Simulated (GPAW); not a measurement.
Runs of GPAW 26.7.0 on AlNi. Symmetry: Pm-3m, No. 221, cubic system. The conventional cell has a = 2.881 Å, b = 2.881 Å, c = 2.881 Å, α = 90.00°, β = 90.00°, γ = 90.00°. Ni (site symmetry m-3m) has 8 Al at 2.50 Å as nearest neighbours. Al (site symmetry m-3m) is surrounded by 8 Ni at 2.50 Å. 

| task | level | potentials or basis | k mesh | band path | band points | eigensolver | pressure (GPa) | moment (μB) | V0 of scaled cells (Å³/atom) | B0 (GPa) |
| --- | --- | --- | --- | --- | --- | --- | --- | --- | --- | --- |
| equation of state | PBEint | PAW data sets generated in the run's folder for this functional, pw | 7 × 7 × 7 | - | - | - | - | - | 11.95 | (d) |
| equation of state | PBEsol+D3 | PAW data sets generated in the run's folder for this functional, pw | 7 × 7 × 7 | - | - | - | - | - | 11.49 | (b) |
| equation of state | PBE+D3(BJ) | GPAW PAW data sets (gpaw-data 1.2.1), pw | 7 × 7 × 7 | - | - | - | - | - | 11.73 | 175 |
| equation of state | PBEsol+D4 | PAW data sets generated in the run's folder for this functional, pw | 7 × 7 × 7 | - | - | - | - | - | (a) | 182 |
| band structure | LDA | the program's PAW data sets (release 1.2.1) made for this functional, pw | 7 × 7 × 7 | GXMGRX,MR | 100 | - | -7.8 | 0.00 | - | - |
| band structure | PBEint | PAW data sets generated in the run's folder for this functional, pw | 7 × 7 × 7 | GXMGRX,MR | 60 | - | -0.1 | 0.00 | - | - |
| equation of state | PBEsol | PAW data sets generated in the run's folder for this functional, pw | 7 × 7 × 7 | - | - | - | - | - | 11.80 | (c) |
| equation of state | PBEsol | PAW data sets generated in the run's folder for this functional, pw | 9 × 9 × 9 | - | - | - | - | - | 11.80 | 175 |
| band structure | vdW-DF2 | GPAW PAW data sets (gpaw-data 1.2.1), pw | 7 × 7 × 7 | GXMGRX,MR | 60 | - | - | 0.00 | - | - |
| band structure | revTPSS | GPAW PAW data sets (gpaw-data 1.2.1), pw | 7 × 7 × 7 | GXMGRX,MR | 60 | davidson | -1.9 | 0.00 | - | - |
| equation of state | optPBE-vdW | GPAW PAW data sets (gpaw-data 1.2.1), pw | 7 × 7 × 7 | - | - | - | - | - | 12.54 | 147 |
| band structure | vdW-DF | GPAW PAW data sets (gpaw-data 1.2.1), pw | 7 × 7 × 7 | GXMGRX,MR | 60 | - | - | 0.00 | - | - |

Alike in all rows: spin collinear, ferromagnetic start; cell as given; cutoff (eV) 600; smearing fermi-dirac 0.05 eV.

Problem. Estimate the missing entries.

Solution. (a) 11.59; (b) 181; (c) 174; (d) 169.

Caveats: the stock nickel data set gives pressures a few GPa off other programs (some runs); the PAW data sets were made with another functional, which shifts forces and pressure a little (some runs).

Not every run made on this cell is shown here.
